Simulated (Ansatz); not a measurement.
The parent structure is LaAlO$_{3}$ (space group R-3c, No. 167; a = 5.3534 Å, c = 13.0483 Å (hexagonal axes)). Axes: x lies along a and z along c of the hexagonal cell.

The values are results of PBEsol (Ansatz, a quantum-chemistry and plane-wave program; PAW; 420 eV plane waves; no SOC), not measurements.

The change: every lattice vector is stretched by 1.09 %; the atoms relax in the strained cell.

Task: Predict the stress tensor and what it implies for the stiffness.

Result: Stress of the strained cell less that of the base (GPa, compression positive):
```
  -5.86    0.00    0.00
   0.00   -5.86    0.00
   0.00    0.00   -6.01
```

Then B = −ΔP/(ΔV/V₀) with ΔV/V₀ = 0.0331 gives secant stiffness values (nonlinear terms included at this strain): B (at held cell shape, above the free-shape value) ≈ 179 GPa.

As a check, the harmonic strain energy −½ V₀ Δσ:ε is 6.5 meV/atom; the computed energy rise is 6.8 meV/atom.

Whether these cells are dynamically stable was not tested.
